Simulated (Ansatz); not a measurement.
# SiNi2 (P6_3/mmc) in Ansatz: a series of runs

Runs on SiNi2. Level: PBE. Tasks: relaxation of cell and atoms.

All numbers are computed with Ansatz 0.2.0; they aren't measurements. Logs are shortened: lines on timing, memory, paths and dates and some standing lists are left out, and cuts for length are marked.

## 1. Starting point

It takes space group P6_3/mmc (No. 194, hexagonal). The conventional cell has a = 3.836 Å, b = 3.836 Å, c = 4.948 Å, α = 90.00°, β = 90.00°, γ = 120.00°. Ni (site symmetry -6m2) has 5 Si at 2.21 to 2.47 Å and 6 Ni at 2.54 Å as nearest neighbours. Ni (site symmetry -3m) is surrounded by 8 Ni at 2.47 to 2.54 Å and 6 Si at 2.54 Å. Around Si (site symmetry -6m2) lie 11 Ni at 2.21 to 2.54 Å.

## 2. Relaxation of cell and atoms, PBE, collinear spin, ferromagnetic start, target pressure 2 GPa, at which the enthalpy is minimised

Contents of input.yaml:

```yaml
crystal:
  lattice:
    - [3.836, 0.0, 0.0]
    - [-1.918, 3.3220734489, 0.0]
    - [0.0, 0.0, 4.948]
  atoms:
    - { symbol: Ni, position: [0.6666666667, 0.3333333333, 0.75], spin: 1.0 }
    - { symbol: Ni, position: [0.3333333333, 0.6666666667, 0.25], spin: 1.0 }
    - { symbol: Ni, position: [0.0, 0.0, 0.5], spin: 1.0 }
    - { symbol: Ni, position: [0.0, 0.0, 0.0], spin: 1.0 }
    - { symbol: Si, position: [0.6666666667, 0.3333333333, 0.25] }
    - { symbol: Si, position: [0.3333333333, 0.6666666667, 0.75] }
hamiltonian:
  xc: pbe
  pseudopotentials: { kind: paw }
magnetization:
  spin_polarized: true
kpoints:
  mp_grid: { grid: [6, 6, 5] }
scf:
  occupations: { method: fermi_dirac, width: 0.05 }
output:
  forces: true
  stress: true
  eigenvalues: true
relax:
  f_tol: 0.01
  max_steps: 40
  cell: { stress_tol: 0.05, p_target: 2.0 }
```

Potentials or basis: Ansatz PAW.

Run with:

```sh
> ansatz run input.yaml --threads 2 --pin off --max-ram 5632MiB --backend cpu --events-out ev --progress --plain --runs-dir out
```

Output:

```text
Warning: RAYON_NUM_THREADS=2 ignored (pool sized by the plan → 2); use --threads N
Engine: ansatz 0.2.0, aarch64-unknown-linux-gnu
Pseudopotentials: kind: paw
Pseudopotential: Ni, paw, valence charge 18, recommended cutoff 420 eV (normal), Ni.paw.azcp
Pseudopotential: Si, paw, valence charge 4, recommended cutoff 420 eV (normal), Si.paw.azcp
Functional definition: PBE
  parameter kappa = 0.804
  parameter beta = 0.06672455060314922
  exchange = pbe_x(kappa = kappa, mu = beta*pi^2/3)
  correlation = pbe_c(beta = beta)
Crystal: 6 atoms, lattice volume = 63.055 Å³
Basis set: ecut = 420 eV, 1229 PW (Γ), exchange–correlation on 54×54×72 points (8 copies of the dense FFT grid, shifted against one another)
Bands: 51, of which v1, the nominal top of the filled ones, is band 40 counted from 1 (39 counted from 0)
Symmetry: 24 space group operations
Space group: P63/mmc (ITA 194), of the structure as read, at distance tolerance 4.0e-5 Å
Magnetic group: BNS 194.263 (UNI 1493), of the structure as read, at distance tolerance 4.0e-5 Å
k-points: 21 of 180
Non-local potential: Ni, projectors of the file, l = 0: 3, l = 1: 2, l = 2: 3, l = 3: 1
Non-local potential: Si, projectors of the file, l = 0: 2, l = 1: 2, l = 2: 2
PAW form: soft (Blöchl's): semilocal exchange-correlation on the pseudo side does not see the compensation charge
PAW one-centre angular grid: Ni, 590 points (default); XC on 64 Gauss nodes
PAW one-centre angular grid: Si, 110 points (default); XC on 64 Gauss nodes
Initial density: superposition of atomic densities (chi_scale 0.1, normalization cell)
Starting moments: Σ|m| = 4 μB on 4 of 6 sites
Initial wavefunctions: pseudopotential atomic-orbital guess
Functional: x = pbe(κ = 0.804, μ = 0.2195149727645171), c = pbe(β = 0.06672455060314922)
SCF iter   1: F=—  HF=-24626.615614 eV  |F-HF|=—  |Δ(HF+E_count)|=         —  Δρ=7.37e-2 (↑7.37e-2 ↓2.97e-2)  dr2=2.82e0  dr2_m=7.69e-1  M=2.157 μB ∫|m|=2.765 μB  β_m=0.30  ethr=3.10e-3  ⟨swp⟩=6.5  Hψ=7772  notcnv=0  defer=7
Mixer restart at iter 1: flushing history
preconditioner: auto → Kerker (q_TF=auto, 2.839 Å⁻¹)  [metal: Δε(μ)=0.022 eV  Ē_g=8.339 eV  σ=0.050 eV  W_gap=0.11  n_scr=22 (ndim 8)  ℏωp=32.4 eV  f_vac=0.000  D(μ)=3.05/eV (n_scr^D=22)]
spin=Collinear: Kerker preconditioning applied to the charge; magnetization (m = ρ↑ − ρ↓) channel mixes plain (no charge-response kernel on spin).
SCF iter   2: F=—  HF=-24626.516013 eV  |F-HF|=—  |Δ(HF+E_count)|=   9.96e-2  Δρ=5.42e-2 (↑2.64e-2 ↓5.42e-2)  dr2=7.05e-1  dr2_m=8.03e-1  M=1.823 μB ∫|m|=2.338 μB  β_m=0.34  ethr=3.10e-3  ⟨swp⟩=2.0  Hψ=3393  notcnv=0  defer=143
SCF iter   3: F=—  HF=-24629.328623 eV  |F-HF|=—  |Δ(HF+E_count)|=    2.81e0  Δρ=5.03e-2 (↑2.42e-2 ↓5.03e-2)  dr2=6.53e-1  dr2_m=7.25e-1  M=1.540 μB ∫|m|=1.991 μB  β_m=0.23  ethr=8.81e-4  ⟨swp⟩=2.2  Hψ=3184  notcnv=0  defer=143
SCF iter   4: F=—  HF=-24631.005899 eV  |F-HF|=—  |Δ(HF+E_count)|=    1.68e0  Δρ=4.19e-2 (↑2.36e-2 ↓4.19e-2)  dr2=4.22e-1  dr2_m=5.74e-1  M=1.293 μB ∫|m|=1.680 μB  β_m=0.19  ethr=8.17e-4  ⟨swp⟩=2.4  Hψ=3149  notcnv=0  defer=143
SCF iter   5: F=—  HF=-24631.957217 eV  |F-HF|=—  |Δ(HF+E_count)|=   9.51e-1  Δρ=2.95e-2 (↑2.95e-2 ↓2.28e-2)  dr2=1.67e-1  dr2_m=3.43e-1  M=1.016 μB ∫|m|=1.327 μB  β_m=0.36  ethr=5.27e-4  ⟨swp⟩=2.6  Hψ=3360  notcnv=0  defer=148
SCF iter   6: F=—  HF=-24633.448420 eV  |F-HF|=—  |Δ(HF+E_count)|=         —  Δρ=2.49e-2 (↑2.49e-2 ↓9.99e-3)  dr2=3.13e-1  dr2_m=7.97e-2  M=0.067 μB ∫|m|=0.119 μB  β_m=0.52  ethr=2.08e-4  ⟨swp⟩=3.0  Hψ=4501  notcnv=0  defer=141
Mixer restart at iter 6: flushing history
SCF iter   7: F=—  HF=-24633.445000 eV  |F-HF|=—  |Δ(HF+E_count)|=   3.42e-3  Δρ=9.21e-3 (↑6.29e-3 ↓9.21e-3)  dr2=1.02e-2  dr2_m=2.91e-2  M=0.042 μB ∫|m|=0.077 μB  β_m=0.56  ethr=2.08e-4  ⟨swp⟩=3.2  Hψ=4110  notcnv=0  defer=143
SCF iter   8: F=—  HF=-24633.438085 eV  |F-HF|=—  |Δ(HF+E_count)|=   6.91e-3  Δρ=1.08e-2 (↑1.08e-2 ↓5.55e-3)  dr2=8.77e-2  dr2_m=1.03e-2  M=0.028 μB ∫|m|=0.051 μB  β_m=0.56  ethr=1.28e-5  ⟨swp⟩=2.4  Hψ=4356  notcnv=0  defer=146
SCF iter   9: F=—  HF=-24633.420364 eV  |F-HF|=—  |Δ(HF+E_count)|=   1.77e-2  Δρ=1.85e-3 (↑1.84e-3 ↓1.85e-3)  dr2=4.04e-3  dr2_m=1.52e-4  M=0.006 μB ∫|m|=0.012 μB  β_m=0.62  ethr=1.28e-5  ⟨swp⟩=2.0  Hψ=4165  notcnv=0  defer=151
SCF iter  10: F=—  HF=-24633.421167 eV  |F-HF|=—  |Δ(HF+E_count)|=   8.03e-4  Δρ=1.67e-3 (↑9.29e-4 ↓1.67e-3)  dr2=1.89e-3  dr2_m=1.01e-4  M=0.004 μB ∫|m|=0.009 μB  β_m=0.81  ethr=5.06e-6  ⟨swp⟩=2.0  Hψ=3158  notcnv=0  defer=151
SCF iter  11: F=—  HF=-24633.421535 eV  |F-HF|=—  |Δ(HF+E_count)|=   3.68e-4  Δρ=7.15e-4 (↑4.77e-4 ↓7.15e-4)  dr2=5.66e-4  dr2_m=2.97e-5  M=0.002 μB ∫|m|=0.003 μB  β_m=0.87  ethr=2.36e-6  ⟨swp⟩=2.0  Hψ=3000  notcnv=0  defer=151
[... 72 lines left out ...]
SCF iter   7: F=—  HF=-24633.527064 eV  |F-HF|=—  |Δ(HF+E_count)|=   1.58e-9  Δρ=3.60e-7 (↑3.60e-7 ↓3.59e-7)  dr2=2.15e-10  dr2_m=1.37e-14  M=0.000 μB ∫|m|=0.000 μB  β_m=0.74  ethr=1.00e-12  ⟨swp⟩=1.0  Hψ=2143  notcnv=0
SCF iter   8: F=—  HF=-24633.527064 eV  |F-HF|=—  |Δ(HF+E_count)|=  9.20e-10  Δρ=3.92e-7 (↑3.91e-7 ↓3.92e-7)  dr2=2.87e-10  dr2_m=1.87e-15  M=0.000 μB ∫|m|=0.000 μB  β_m=0.87  ethr=1.00e-12  ⟨swp⟩=1.4  Hψ=2194  notcnv=0
SCF iter   9: F=—  HF=-24633.527064 eV  |F-HF|=—  |Δ(HF+E_count)|=  3.13e-10  Δρ=2.37e-7 (↑2.37e-7 ↓2.37e-7)  dr2=1.05e-10  dr2_m=6.42e-17  M=0.000 μB ∫|m|=0.000 μB  β_m=0.88  ethr=1.00e-12  ⟨swp⟩=2.1  Hψ=2644  notcnv=0
SCF iter  10: F=—  HF=-24633.527064 eV  |F-HF|=—  |Δ(HF+E_count)|=  6.55e-11  Δρ=3.66e-8 (↑3.62e-8 ↓3.66e-8)  dr2=2.71e-12  dr2_m=2.28e-17  M=-0.000 μB ∫|m|=0.000 μB  β_m=0.93  ethr=1.00e-12  ⟨swp⟩=2.1  Hψ=2564  notcnv=0
SCF iter  11: F=-24633.527064 eV  HF=-24633.527064 eV  |F-HF|=1.09e-11  |Δ(HF+E_count)|=    0.00e0  Δρ=2.95e-8 (↑2.94e-8 ↓2.95e-8)  dr2=1.80e-12  dr2_m=4.32e-18  M=-0.000 μB ∫|m|=0.000 μB  ethr=1.00e-12  ⟨swp⟩=2.1  Hψ=6201  notcnv=0
the starting moments were not kept: the SCF closed with an absolute magnetisation of 3.7e-9 μB, where they sum to 4 μB in size (4 sites). That is at most 0.1 of that sum. Measured as dr2_m measures the in/out step, that magnetisation stands 9.2e-18 eV from none, at or under the dr2_threshold of 6.0e-11 eV: it is no larger than a step whose dr2_m would equal this threshold.
SCF 5 converged in 11 iterations: F = -24633.527064 eV  dr2 = 1.80e-12
relax step   5: F+E_penalty+E_count = -24633.52706433 eV  Δ(F+E_penalty+E_count) = -8.634e-4 eV  max|allowed force component| = 3.547e-17 eV/Å  Δτ_max = 0.0000 Å  P = +2.007 GPa  Ω = 65.482 Å³  stress off target by 1.94e-2 GPa  SCF on the basis re-selected at this cell (its energy is not comparable with the rows above)  (11 SCF iters)
basis re-selected at this cell: Δ(F+E_penalty+E_count) = -8.634e-4 eV, ΔP = +0.003 GPa vs the last step (what re-selecting the basis moved, of the pressure what is left beyond the Pulay correction that the steps carried, after the strain that the cell walked since its last selection, with what the two solves' SCF thresholds leave and, on support functions, any second-order correction that the steps lacked; it is no measure of the basis error at this ecutwfc). This SCF's stress stands 1.94e-2 GPa from its target on what of the cell is left free (relax.cell.stress_tol is 5.00e-2 GPa) and its largest allowed force component is 3.55e-17 eV/Å (relax.f_tol is 1.00e-2 eV/Å): within both
SCF converged after 11 iterations
Magnetization: -0.0000 μB (40.0000 up, 40.0000 down)
Absolute magnetization: 0.0000 μB (∫|ρ↑−ρ↓|, with the PAW one-centre terms)
Spin contamination: 0.0000 ħ² per cell (⟨S²⟩ above its minimum at these occupations)
Per-site moments (μB) at R_I (Å): [(-1.669855513316679e-10, 0.9290111054946356), (-1.66985420761662e-10, 0.9290111054946356), (-1.1745118459594747e-9, 1.0248781017682187), (-1.1745117744401793e-9, 1.0248781017682187), (-1.6621219773738195e-11, 0.9290111054946356), (-1.6620991079275197e-11, 0.9290111054946356)]
Free energy (F): -24633.527064 eV
Harris-Foulkes:  -24633.527064 eV  (|F-HF|=1.09e-11)
Internal energy: -24633.501830 eV  (E = F + TS)
E sigma→0 (E₀):  -24633.514447 eV
Entropy (-TS):   -0.025235 eV (-4.206 meV/atom)
Fermi energy:    17.179311 eV
--- Per-component energies (eV) ---
  E_band       = -1141.143582
  E_kinetic    = 1228.309005
  E_local      = -15943.344898  (includes V_loc(G=0)·N_el)
  E_nonlocal   = 2598.504286
  E_hartree    = 6818.699174
  E_xc         = -455.771999
  E_vxc        = -539.448117  (∫ρ·V_xc dr)
  E_paw        = -7553.128329  (= ΣΔE_a)
  E_vpaw       = -2122.564415  (= ΣTr[D̂ρ^β])
  E_aug_tail   = 0.001998  (compensation charges beyond the density's cutoff)
  E_ewald      = -11326.771067
  E_smearing   = -0.025235  (= −TS)
  E_closure    = 0.000000  (closes the sum)
  Σ components = -24633.527064   (vs F -24633.527064, Δ=0.00e0)
--- Forces (eV/Å), atoms counted from 1 ---
  atom   1  Ni     0.00000000    -0.00000000    -0.00000000
  atom   2  Ni     0.00000000     0.00000000     0.00000000
  atom   3  Ni    -0.00000000     0.00000000    -0.00000000
  atom   4  Ni    -0.00000000     0.00000000     0.00000000
  atom   5  Si     0.00000000    -0.00000000    -0.00000000
  atom   6  Si     0.00000000     0.00000000     0.00000000
  max |Σ_I F_I| component: 4.63e-17 eV/Å
--- Stress (GPa, compression-positive) ---
        2.000930       0.000000       0.000000
       -0.000000       2.000930      -0.000000
        0.000000      -0.000000       2.019396
  P = ⅓ Tr σ = 2.0071 GPa (20.071 kbar)
--- Band table (eV; the first three rows and the last of 42) ---
  k-point 0 ↑: bands = ["-86.3110", "-86.3102", "-86.0586", "-86.0474", "-46.7792", "-46.7792", "-46.7760", "-46.7760", "-46.6371", "-46.6339", "-46.5519", "-46.4505", "-46.4505", "-46.4439", "-46.4439", "-46.4300", "4.5915", "8.9785", "10.7506", "12.1490", "12.1490", "13.2884", "13.2884", "13.3851", "13.5038", "13.5038", "14.0187", "14.0187", "15.2255", "15.2255", "15.3662", "15.8553", "15.8553", "15.8701", "15.8701", "15.9594", "16.5989", "16.5989", "17.3366", "19.8289", "19.9236", "19.9236", "20.0148", "20.0148", "20.4079", "21.4123", "21.4123", "22.6449", "25.4821", "25.4821", "26.3743"]
  k-point 1 ↑: bands = ["-86.3109", "-86.3103", "-86.0575", "-86.0484", "-46.7789", "-46.7789", "-46.7763", "-46.7763", "-46.6370", "-46.6343", "-46.5401", "-46.4499", "-46.4499", "-46.4446", "-46.4446", "-46.4416", "4.8306", "8.0120", "11.5673", "12.1997", "12.1997", "12.9789", "12.9789", "13.4150", "13.7547", "13.7547", "14.0143", "14.0143", "15.2969", "15.3693", "15.3693", "15.8569", "15.8569", "15.8575", "15.8575", "16.0043", "16.4801", "16.4801", "17.7437", "19.8551", "20.0103", "20.0788", "20.0788", "20.1837", "20.1837", "21.1474", "21.1474", "23.0487", "23.8432", "23.8432", "26.2382"]
  k-point 2 ↑: bands = ["-86.3107", "-86.3105", "-86.0547", "-86.0512", "-46.7781", "-46.7781", "-46.7771", "-46.7771", "-46.6364", "-46.6354", "-46.5095", "-46.4719", "-46.4482", "-46.4482", "-46.4462", "-46.4462", "5.5321", "6.6406", "12.3562", "12.3562", "12.5811", "12.6223", "12.6223", "13.2477", "13.9459", "13.9459", "14.0052", "14.0052", "15.3278", "15.7006", "15.7062", "15.7062", "15.8354", "15.8354", "15.8770", "15.8770", "16.1658", "16.1658", "18.9426", "19.4969", "20.2868", "20.2868", "20.4062", "20.6635", "20.6635", "20.9523", "20.9523", "22.1921", "22.1921", "22.5168", "24.6979"]
  k-point 20 ↓: bands = ["-86.3104", "-86.3104", "-86.0550", "-86.0514", "-46.7799", "-46.7799", "-46.7790", "-46.7776", "-46.6385", "-46.6385", "-46.5065", "-46.4716", "-46.4503", "-46.4503", "-46.4415", "-46.4415", "8.3303", "8.3303", "10.6817", "10.6817", "10.9283", "11.8123", "13.3477", "13.3477", "14.0747", "14.1405", "14.4022", "14.4022", "14.7470", "14.7470", "14.8932", "15.0444", "15.5236", "15.5236", "15.8671", "15.8671", "15.8881", "15.9572", "15.9572", "16.2670", "17.0323", "17.0323", "21.7483", "21.7483", "23.9699", "23.9699", "24.1972", "24.9546", "25.4800", "25.4800", "25.8746"]
--- Relaxed structure (4 steps of the walk, 4 accepted, 1 SCFs on fresh bases) ---
  F+E_penalty+E_count = -24633.52706433 eV   max|allowed force component| = 3.547e-17 eV/Å   (the final SCF, on the basis selected at the relaxed cell)
  cell:  # Å, volume = 65.4823 Å³
    - [3.900834995181672, -7.919576516405193e-33, 2.474867661376623e-34]
    - [-1.950417497590836, 3.378222201798676, -4.4523812293234206e-34]
    - [3.19229540889548e-34, -4.78844311334322e-34, 4.969105947967122]
  atoms:
    - { symbol: Ni, position: [0.6666666666666665, 0.33333333333333326, 0.7499999999999998] }
    - { symbol: Ni, position: [0.33333333333333326, 0.6666666666666665, 0.24999999999999994] }
    - { symbol: Ni, position: [-8.498623924922925e-35, 3.3818010092311287e-35, 0.4999999999999999] }
    - { symbol: Ni, position: [-1.106876856269294e-34, 4.83114429890161e-35, 0.0] }
    - { symbol: Si, position: [0.6666666666666665, 0.33333333333333326, 0.24999999999999994] }
    - { symbol: Si, position: [0.33333333333333326, 0.6666666666666665, 0.7499999999999998] }
```

It took 32 s on 2 threads of Arm Neoverse V2, shared host; peak memory 0.43 GiB.

What came out:

```yaml
Free_energy: -24633.5271 eV
Relaxed_volume: 10.91 Å³/atom
Relaxed_cell: a = 3.901 Å, b = 3.901 Å, c = 4.969 Å, α = 90.00°, β = 90.00°, γ = 120.00°
Space_group_after_relaxing_to_0.05_Å: P6_3/mmc (No. 194)
Energy_change_on_relaxing_the_enthalpy_is_what_falls: -17.6 meV/atom
Ionic_steps: 5
Pressure_after_relaxing: 2.0 GPa
Band_gap_on_the_k_mesh: none (metal or under the smearing width)
Net_moment: 0.00 μB per cell
Absolute_moment: 0.00 μB per cell
```

Step by step:
```
step  energy change (eV)  largest force (eV/Å)  volume (Å³)
   1              0.0000                0.0000        63.05
   2             -0.0731                0.0000        64.34
   3             -0.1039                0.0000        65.42
   4             -0.1047                0.0000        65.48
   5             -0.1056                0.0000        65.48
```

Final structure:
```yaml
crystal:
  lattice:
    - [3.90083, 0.00000, 0.00000]
    - [-1.95042, 3.37822, 0.00000]
    - [0.00000, 0.00000, 4.96911]
  atoms:
    - { symbol: Ni, position: [0.66667, 0.33333, 0.75000] }
    - { symbol: Ni, position: [0.33333, 0.66667, 0.25000] }
    - { symbol: Ni, position: [0.00000, 0.00000, 0.50000] }
    - { symbol: Ni, position: [0.00000, 0.00000, 0.00000] }
    - { symbol: Si, position: [0.66667, 0.33333, 0.25000] }
    - { symbol: Si, position: [0.33333, 0.66667, 0.75000] }
```

Caveat: the plane-wave basis is chosen anew once the cell has moved, so the energies of steps on either side of that aren't comparable; the starting moments weren't kept. PBE usually gives volumes a little too large and moduli too small.

## 3. Relaxation of cell and atoms, PBE, collinear spin, ferromagnetic start, target pressure 5 GPa, at which the enthalpy is minimised

input.yaml: that of step 2 with these lines changed.

```diff
@@ -28,2 +28,2 @@
   max_steps: 40
-  cell: { stress_tol: 0.05, p_target: 2.0 }
+  cell: { stress_tol: 0.05, p_target: 5.0 }
```

Potentials or basis: Ansatz PAW.

Run with:

```sh
> ansatz run input.yaml --threads 2 --pin off --max-ram 5632MiB --backend cpu --events-out ev --progress --plain --runs-dir out
```

Output:

```text
Warning: RAYON_NUM_THREADS=2 ignored (pool sized by the plan → 2); use --threads N
[... 8 set-up lines as earlier in the session ...]
[... 163 lines left out ...]
  k-point 20 ↓: bands = ["-86.0489", "-86.0489", "-85.7929", "-85.7890", "-46.5195", "-46.5195", "-46.5185", "-46.5169", "-46.3802", "-46.3802", "-46.2448", "-46.2078", "-46.1891", "-46.1891", "-46.1796", "-46.1796", "8.5551", "8.5551", "10.8904", "10.8904", "11.1417", "12.0306", "13.5731", "13.5731", "14.3071", "14.3753", "14.6392", "14.6392", "14.9904", "14.9904", "15.1436", "15.3036", "15.7813", "15.7813", "16.1362", "16.1362", "16.1585", "16.2266", "16.2266", "16.5454", "17.3251", "17.3251", "22.1172", "22.1172", "24.3358", "24.3358", "24.5789", "25.3269", "25.8414", "25.8414", "26.2317"]
--- Relaxed structure (5 steps of the walk, 5 accepted, 1 SCFs on fresh bases) ---
  F+E_penalty+E_count = -24633.50767624 eV   max|allowed force component| = 1.372e-16 eV/Å   (the final SCF, on the basis selected at the relaxed cell)
  cell:  # Å, volume = 64.5913 Å³
    - [3.8851401645577925, -1.9798941291012983e-33, 1.8561507460324674e-34]
    - [-1.9425700822788963, 3.3646300797703024, -4.678847338090527e-34]
    - [2.39422155667161e-34, -5.58651696556709e-34, 4.941171418304547]
  atoms:
    - { symbol: Ni, position: [0.6666666666666666, 0.33333333333333337, 0.75] }
    - { symbol: Ni, position: [0.33333333333333337, 0.6666666666666667, 0.25] }
    - { symbol: Ni, position: [1.8914321743902145e-34, 1.5072163724177428e-35, 0.5] }
    - { symbol: Ni, position: [1.474577690661356e-34, 8.58031357252838e-36, -1.0812056186490813e-36] }
    - { symbol: Si, position: [0.6666666666666666, 0.33333333333333337, 0.25] }
    - { symbol: Si, position: [0.33333333333333337, 0.6666666666666667, 0.75] }
```

Run time: 35 s. Hardware: 2 threads of Arm Neoverse V2, shared host; peak memory 0.43 GiB.

What came out:

- Free energy: -24633.5077 eV
- Relaxed volume: 10.77 Å³/atom
- Relaxed cell: a = 3.885 Å, b = 3.885 Å, c = 4.941 Å, α = 90.00°, β = 90.00°, γ = 120.00°
- Space group after relaxing (to 0.05 Å): P6_3/mmc (No. 194)
- Energy change on relaxing (the enthalpy is what falls): -14.4 meV/atom
- Ionic steps: 6
- Pressure after relaxing: 5.0 GPa
- Band gap on the k mesh: none (metal or under the smearing width)
- Net moment: 0.00 μB per cell
- Absolute moment: 0.00 μB per cell

The path:
```
step  energy change (eV)  largest force (eV/Å)  volume (Å³)
   1              0.0000                0.0000        63.05
   2             -0.0548                0.0000        63.90
   3             -0.0853                0.0000        64.58
   4             -0.0860                0.0000        64.60
   5             -0.0857                0.0000        64.59
   6             -0.0862                0.0000        64.59
```

Final structure:
```yaml
crystal:
  lattice:
    - [3.88514, 0.00000, 0.00000]
    - [-1.94257, 3.36463, 0.00000]
    - [0.00000, 0.00000, 4.94117]
  atoms:
    - { symbol: Ni, position: [0.66667, 0.33333, 0.75000] }
    - { symbol: Ni, position: [0.33333, 0.66667, 0.25000] }
    - { symbol: Ni, position: [0.00000, 0.00000, 0.50000] }
    - { symbol: Ni, position: [0.00000, 0.00000, 0.00000] }
    - { symbol: Si, position: [0.66667, 0.33333, 0.25000] }
    - { symbol: Si, position: [0.33333, 0.66667, 0.75000] }
```

Levels at points of the mesh, in eV from the Fermi level:
Spin up:
| k point | band 36 | band 37 | band 38 | band 39 | band 40 | band 41 | band 42 | band 43 | band 44 | band 45 |
| --- | --- | --- | --- | --- | --- | --- | --- | --- | --- | --- |
| (0.00, 0.00, 0.00) | -1.24 | -0.59 | -0.59 | 0.17 | 2.70 | 2.75 | 2.75 | 2.87 | 2.87 | 3.26 |
| (0.00, -0.50, 0.00) | -1.47 | -1.31 | -1.19 | -1.00 | -0.65 | -0.52 | 1.19 | 1.86 | 2.99 | 3.73 |
Spin down:
| k point | band 36 | band 37 | band 38 | band 39 | band 40 | band 41 | band 42 | band 43 | band 44 | band 45 |
| --- | --- | --- | --- | --- | --- | --- | --- | --- | --- | --- |
| (0.00, 0.00, 0.00) | -1.24 | -0.59 | -0.59 | 0.17 | 2.70 | 2.75 | 2.75 | 2.87 | 2.87 | 3.26 |
| (0.00, -0.50, 0.00) | -1.47 | -1.31 | -1.19 | -1.00 | -0.65 | -0.52 | 1.19 | 1.86 | 2.99 | 3.73 |

Caveat: the plane-wave basis is chosen anew once the cell has moved, so the energies of steps on either side of that aren't comparable; the starting moments weren't kept. Zero-point motion and thermal expansion aren't in these numbers.

(Part 1 of 2 ends here.)
